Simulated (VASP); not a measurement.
# Al (Fm-3m) in VASP: density of states with LDA

Aim: the density of states of Al with LDA.

Program: VASP 6.6.1. These are calculated values, not measurements. Logs are shortened: lines on timing, memory, paths and dates and some standing lists are left out, and cuts for length are marked.

## (1) The crystal as given

It takes space group Fm-3m (No. 225, cubic). Conventional cell: a = 3.979 Å, b = 3.979 Å, c = 3.979 Å, α = 90.00°, β = 90.00°, γ = 90.00°. Al (site symmetry m-3m) is surrounded by 12 Al at 2.81 Å.

## (2) Density of states, LDA

POSCAR

```
Al                                      
1.0
    0.0000000000      1.9896472619      1.9896472619
    1.9896472619      0.0000000000      1.9896472619
    1.9896472619      1.9896472619      0.0000000000
  Al            
     1
Direct
     0.0000000000000000    0.0000000000000000    0.0000000000000000
```

INCAR.step1

```
ALGO     = Normal         # electronic algorithm
EDIFF    = 1E-7           # SCF threshold, eV
ENCUT    = 350            # plane-wave cutoff, eV
GGA      = CA             # functional
ISIF     = 2              # what is computed and relaxed
ISMEAR   = 0              # smearing method
LASPH    = True           # aspherical terms in the spheres
LCHARG   = True           # write CHGCAR
LREAL    = False          # projectors in reciprocal space
LWAVE    = False          # write WAVECAR
NBANDS   = 8              # bands
NELM     = 100            # most SCF steps
PREC     = Accurate       # precision mode
SIGMA    = 0.1            # smearing width, eV
```

KPOINTS.step1

```
k-points
0
Gamma
  10 10 10
```

INCAR.step2

```
ALGO     = Normal         # electronic algorithm
EDIFF    = 1E-7           # SCF threshold, eV
ENCUT    = 350            # plane-wave cutoff, eV
GGA      = CA             # functional
ICHARG   = 11             # starting density
ISIF     = 2              # what is computed and relaxed
ISMEAR   = -5             # smearing method
LASPH    = True           # aspherical terms in the spheres
LCHARG   = False          # write CHGCAR
LORBIT   = 10             # projections on sites
LREAL    = False          # projectors in reciprocal space
LWAVE    = False          # write WAVECAR
NBANDS   = 8              # bands
NEDOS    = 1001           # points of the DOS
NELM     = 100            # most SCF steps
PREC     = Accurate       # precision mode
SIGMA    = 0.1            # smearing width, eV
```

KPOINTS.step2

```
k-points
0
Gamma
  15 15 15
```

Potentials or basis: VASP PAW LDA potentials, release 64 (Al).

Command:

```console
$ cat potpaw_LDA.64/Al/POTCAR > POTCAR
$ cp INCAR.step1 INCAR
$ cp KPOINTS.step1 KPOINTS
$ mpirun -np 1 vasp_std > vasp.out
$ cp INCAR.step2 INCAR
$ cp KPOINTS.step2 KPOINTS
$ mpirun -np 1 vasp_std > vasp.out
```

OUTCAR:

```text
EDIFF = 1E-7
   ENCUT = 350
   GGA = CA
   ICHARG = 11
   ISIF = 2
   ISMEAR = -5
   LASPH = True
   LORBIT = 10
   LREAL = False
   NELM = 100
   PREC = Accurate

 ion  position               nearest neighbor table
   1  0.000  0.000  0.000-

  LATTYP: Found a face centered cubic cell.
 ALAT       =     3.9792945238

  Lattice vectors:

 A1 = (   0.0000000000,   1.9896472619,   1.9896472619)
 A2 = (   1.9896472619,   0.0000000000,   1.9896472619)
 A3 = (   1.9896472619,   1.9896472619,   0.0000000000)

Analysis of symmetry for initial positions (statically):
=====================================================================
 Subroutine PRICEL returns:
 Original cell was already a primitive cell.

 Routine SETGRP: Setting up the symmetry group for a
 face centered cubic supercell.

 Subroutine GETGRP returns: Found 48 space group operations
 (whereof 48 operations were pure point group operations)
 out of a pool of 48 trial point group operations.

The static configuration has the point symmetry O_h .

Analysis of symmetry for dynamics (positions and initial velocities):
=====================================================================
 Subroutine PRICEL returns:
 Original cell was already a primitive cell.

 Routine SETGRP: Setting up the symmetry group for a
 face centered cubic supercell.

 Subroutine GETGRP returns: Found 48 space group operations
 (whereof 48 operations were pure point group operations)
 out of a pool of 48 trial point group operations.

The dynamic configuration has the point symmetry O_h .

 Subroutine INISYM returns: Found 48 space group operations
 (whereof 48 operations are pure point group operations),
 and found     1 'primitive' translations

----------------------------------------------------------------------------------------

                                     Primitive cell

  volume of cell :      15.7528

  direct lattice vectors                    reciprocal lattice vectors
     0.000000000  1.989647262  1.989647262    -0.251300826  0.251300826  0.251300826
     1.989647262  0.000000000  1.989647262     0.251300826 -0.251300826  0.251300826
     1.989647262  1.989647262  0.000000000     0.251300826  0.251300826 -0.251300826

  length of vectors
     2.813786142  2.813786142  2.813786142     0.435265798  0.435265798  0.435265798

  position of ions in fractional coordinates (direct lattice)
     0.000000000  0.000000000  0.000000000

  ion indices of the primitive-cell ions
   primitive index   ion index
                 1           1

----------------------------------------------------------------------------------------

 KPOINTS: k-points

Automatic generation of k-mesh.
 Grid dimensions read from file:
 generate k-points for:   15   15   15

 Generating k-lattice:

  Cartesian coordinates                     Fractional coordinates (reciprocal lattice)
    -0.016753388  0.016753388  0.016753388     0.066666667  0.000000000  0.000000000
     0.016753388 -0.016753388  0.016753388     0.000000000  0.066666667  0.000000000
     0.016753388  0.016753388 -0.016753388     0.000000000  0.000000000  0.066666667

  Length of vectors
     0.029017720  0.029017720  0.029017720

  Shift w.r.t. Gamma in fractional coordinates (k-lattice)
     0.000000000  0.000000000  0.000000000

 TETIRR: Found    484 inequivalent tetrahedra from    20250

 Subroutine IBZKPT returns following result:
 ===========================================

 Found    120 irreducible k-points:

 Following reciprocal coordinates:
            Coordinates               Weight
  0.000000  0.000000  0.000000      1.000000
  0.066667  0.000000  0.000000      8.000000
  0.133333  0.000000  0.000000      8.000000
  0.200000  0.000000  0.000000      8.000000
  0.266667  0.000000  0.000000      8.000000
  0.333333  0.000000  0.000000      8.000000
[... 16 lines left out ...]
  0.133333  0.133333  0.000000      6.000000
  0.200000  0.133333  0.000000     24.000000
 [... further k-points ...]
   k-points           NKPTS =    120   k-points in BZ     NKDIM =    120   number of bands    NBANDS=      8
   number of dos      NEDOS =   1001   number of ions     NIONS =      1
   total plane-waves  NPLWV =   5832
   dimension x,y,z NGX =    18 NGY =   18 NGZ =   18
   dimension x,y,z NGXF=    36 NGYF=   36 NGZF=   36
   ions per type =               1
   NGX,Y,Z   is equivalent  to a cutoff of  10.63, 10.63, 10.63 a.u.
   NGXF,Y,Z  is equivalent  to a cutoff of  21.27, 21.27, 21.27 a.u.
 SYSTEM =  unknown system
   PREC   = accura    normal or accurate (medium, high low for compatibility)
   ISTART =      0    job   : 0-new  1-cont  2-samecut
   ICHARG =     11    charge: 1-file 2-atom 10-const
   ISPIN  =      1    spin polarized calculation?
   LNONCOLLINEAR =      F non collinear calculations
   LSORBIT =      F    spin-orbit coupling
   LASPH  =      T    aspherical Exc in radial PAW
   ENCUT  =  350.0 eV  25.72 Ry    5.07 a.u.   4.29  4.29  4.29*2*pi/ulx,y,z
   NELM   =    100;   NELMIN=  2; NELMDL=  0     # of ELM steps
   EDIFF  = 0.1E-06   stopping-criterion for ELM
   LREAL  =      F    real-space projection
   EDIFFG = 0.1E-05   stopping-criterion for IOM
   NSW    =      0    number of steps for IOM
   IBRION =     -1    ionic relax: 0-MD 1-quasi-New 2-CG
   NFREE  =      0    steps in history (QN), initial steepest desc. (CG)
   ISIF   =      2    stress and relaxation
   ISYM   =      2    0-nonsym 1-usesym 2-fastsym
   POTIM  = 0.5000    time-step for ionic-motion
   TEBEG  =    0.0;   TEEND  =   0.0 temperature during run
   PSTRESS=    0.0 pullay stress
   NELECT =       3.0000    total number of electrons
   NUPDOWN=      -1.0000    fix difference up-down
   EMIN   =  10.00;   EMAX   =-10.00  energy-range for DOS
   EFERMI =   0.00;   METHOD = LEGACY
   ISMEAR =    -5;   SIGMA  =   0.10  broadening in eV -4-tet -1-fermi 0-gaus
   EFERMI_NEDOS =   21; number of points for ismear=-14 and -15
   IALGO  =     38    algorithm
   IMIX   =      4    mixing-type and parameters
     AMIX     =   0.40;   BMIX     =  1.00
     AMIX_MAG =   1.60;   BMIX_MAG =  1.00
  volume/ion in A,a.u.               =      15.75       106.31
  Fermi-wavevector in a.u.,A,eV,Ry     =   0.941881  1.779896 12.070258  0.887139
  Thomas-Fermi vector in A             =   2.069435
   LORBIT       =     10    0 simple, 1 ext, 2 COOP (PROOUT), +10 PAW based schemes
   GGA     = CA    functional components
   LHFCALC =     F    Hartree Fock is set to
   AEXX    =    0.0000 exact exchange contribution
   IVDW    =     0    specifies the selected vdW correction
   LEPSILON=     F    determine dielectric tensor
   LRPA    =     F    only Hartree local field effects (RPA)
 non-spin polarized calculation
 Fermi weights with tetrahedron method with Bloechl corrections
  energy-cutoff  :      350.00
  volume of cell :       15.75
 maximum number of plane-waves:       259
 NGX is ok and might be reduce to    18

 number of electron       3.0000000 magnetization

 Free energy of the ion-electron system (eV)
  ---------------------------------------------------
  ext. energy  EPLUGINS =         0.00000000
  ---------------------------------------------------
  free energy    TOTEN  =        -4.18719844 eV

  energy without entropy =       -4.18719844  energy(sigma->0) =       -4.18719844

 E-fermi :   8.3249     XC(G=0): -10.5173

 val. band max:        8.3772525242   @ k =  -0.4667   0.3333   0.0000
 cond. band min:       8.1159475264   @ k =  -0.3333   0.4000   0.0667
 fundamental gap:     -0.2613049978
 Fermi energy:         8.3249137270

 k-point     1 :       0.0000    0.0000    0.0000
  band No.  band energies     occupation
      1      -3.1434      2.00000
      2      21.1068      0.00000
      3      21.1068      0.00000
      4      21.1068      0.00000
      5      22.7839      0.00000
      6      22.7839      0.00000
      7      22.7839      0.00000
      8      25.2327      0.00000

 k-point     2 :       0.0667    0.0000    0.0000
  band No.  band energies     occupation
      1      -3.0191      2.00000
      2      19.1678      0.00000
      3      20.7177      0.00000
      4      20.7177      0.00000
      5      23.3642      0.00000
      6      23.3642      0.00000
      7      23.4108      0.00000
      8      26.4712      0.00000

 k-point     3 :       0.1333    0.0000    0.0000
  band No.  band energies     occupation
      1      -2.6469      2.00000
      2      16.4322      0.00000
      3      20.1281      0.00000
      4      20.1281      0.00000
      5      23.3814      0.00000
      6      24.4368      0.00000
      7      24.4368      0.00000
      8      26.1479      0.00000

 k-point     4 :       0.2000    0.0000    0.0000
  band No.  band energies     occupation
      1      -2.0290      2.00000
      2      13.7330      0.00000
      3      19.6628      0.00000
      4      19.6628      0.00000
      5      23.1709      0.00000
      6      24.2638      0.00000
      7      24.2638      0.00000
      8      26.3917      0.00000

 k-point     5 :       0.2667    0.0000    0.0000
  band No.  band energies     occupation
      1      -1.1687      2.00000
      2      11.1726      0.00000
      3      19.3794      0.00000
      4      19.3794      0.00000
      5      23.0225      0.00000
      6      23.0505      0.00000
      7      23.0505      0.00000
      8      27.2765      0.00000
[... 177 lines left out ...]
 k-point    22 :      -0.0667    0.0667    0.0000
  band No.  band energies     occupation
      1      -2.8122      2.00000
      2      18.0013      0.00000
      3      18.8344      0.00000
      4      21.4290      0.00000
      5      22.9839      0.00000
      6      23.8771      0.00000
      7      24.5613      0.00000
      8      25.8847      0.00000

 k-point    23 :       0.1333    0.1333    0.0000
  band No.  band energies     occupation
      1      -2.4818      2.00000
      2      18.2254      0.00000
      3      18.2254      0.00000
      4      18.4069      0.00000
      5      21.5059      0.00000
      6      22.7885      0.00000
      7      26.5960      0.00000
      8      26.5960      0.00000

 k-point    24 :       0.2000    0.1333    0.0000
  band No.  band energies     occupation
      1      -2.0289      2.00000
      2      15.7866      0.00000
      3      17.5746      0.00000
      4      18.7767      0.00000
      5      21.0712      0.00000
      6      21.6661      0.00000
      7      27.0979      0.00000
      8      27.5197      0.00000

 [... further k-points ...]

------------------------ aborting loop because EDIFF is reached ----------------------------------------

  FORCE on cell =-STRESS in cart. coord.  units (eV):
  Direction    XX          YY          ZZ          XY          YZ          ZX
  --------------------------------------------------------------------------------------
  -------------------------------------------------------------------------------------
  Total       -0.0102913     -0.0102913     -0.0102913      0.0000000      0.0000000      0.0000000
  in kB       -1.0466984     -1.0466984     -1.0466984      0.0000000      0.0000000      0.0000000
  external PRESSURE =      -1.0466984 kB  Pullay stress =       0.0000000 kB

 VOLUME and BASIS-vectors are now :
 -----------------------------------------------------------------------------
  energy-cutoff  :      350.00
  volume of cell :       15.75
      direct lattice vectors                 reciprocal lattice vectors
     0.000000000  1.989647262  1.989647262    -0.251300826  0.251300826  0.251300826
     1.989647262  0.000000000  1.989647262     0.251300826 -0.251300826  0.251300826
     1.989647262  1.989647262  0.000000000     0.251300826  0.251300826 -0.251300826

 POSITION                                       TOTAL-FORCE (eV/Angst)
 -----------------------------------------------------------------------------------
      0.00000      0.00000      0.00000         0.000000      0.000000      0.000000
 -----------------------------------------------------------------------------------
    total drift:                                0.000000     -0.000000     -0.000000

  FREE ENERGIE OF THE ION-ELECTRON SYSTEM (eV)
  ---------------------------------------------------
  free  energy   TOTEN  =        -4.1871984405 eV

  energy  without entropy=       -4.1871984405  energy(sigma->0) =       -4.18719844

 total charge

# of ion       s       p       d       tot
------------------------------------------
    1        0.435   0.367   0.000   0.802
```

It took 21 s on 1 thread of AMD EPYC 7R43 (Zen 3), shared host; peak memory 0.08 GiB.

Results:

- Valence electrons inside the program's atomic spheres: Al 0.80

Levels at points of the mesh, in eV from the Fermi level:
```tsv
k point	band 1	band 2	band 3	band 4
(0.00, 0.00, 0.00)	-11.47	12.78	12.78	12.78
```

States per cell in windows of 0.5 eV (zero at the Fermi level; states under -8 eV left out):
```csv
from (eV),total,Al1_p,Al1_s,Al1_d
-8.0,0.11,0.01,0.02,0.00
-7.5,0.12,0.01,0.02,0.00
-7.0,0.13,0.01,0.02,0.00
-6.5,0.14,0.01,0.02,0.00
-6.0,0.13,0.01,0.02,0.00
-5.5,0.16,0.02,0.02,0.00
-5.0,0.16,0.02,0.02,0.00
-4.5,0.16,0.02,0.02,0.00
-4.0,0.15,0.02,0.02,0.00
-3.5,0.19,0.03,0.02,0.00
-3.0,0.19,0.03,0.02,0.00
-2.5,0.17,0.03,0.02,0.00
-2.0,0.16,0.03,0.02,0.00
-1.5,0.20,0.03,0.02,0.00
-1.0,0.20,0.03,0.02,0.00
-0.5,0.17,0.03,0.01,0.00
0.0,0.19,0.03,0.02,0.00
0.5,0.21,0.03,0.02,0.00
1.0,0.21,0.03,0.02,0.00
1.5,0.22,0.03,0.02,0.00
2.0,0.21,0.03,0.02,0.00
2.5,0.22,0.03,0.02,0.00
3.0,0.24,0.04,0.02,0.00
3.5,0.24,0.04,0.02,0.00
4.0,0.23,0.04,0.02,0.00
4.5,0.26,0.05,0.02,0.00
5.0,0.28,0.06,0.02,0.00
5.5,0.30,0.07,0.02,0.00
6.0,0.26,0.06,0.02,0.00
6.5,0.27,0.06,0.01,0.00
7.0,0.27,0.06,0.01,0.00
7.5,0.26,0.06,0.01,0.00
```

Caveat: tetrahedron occupations give inexact forces and stress in metals.
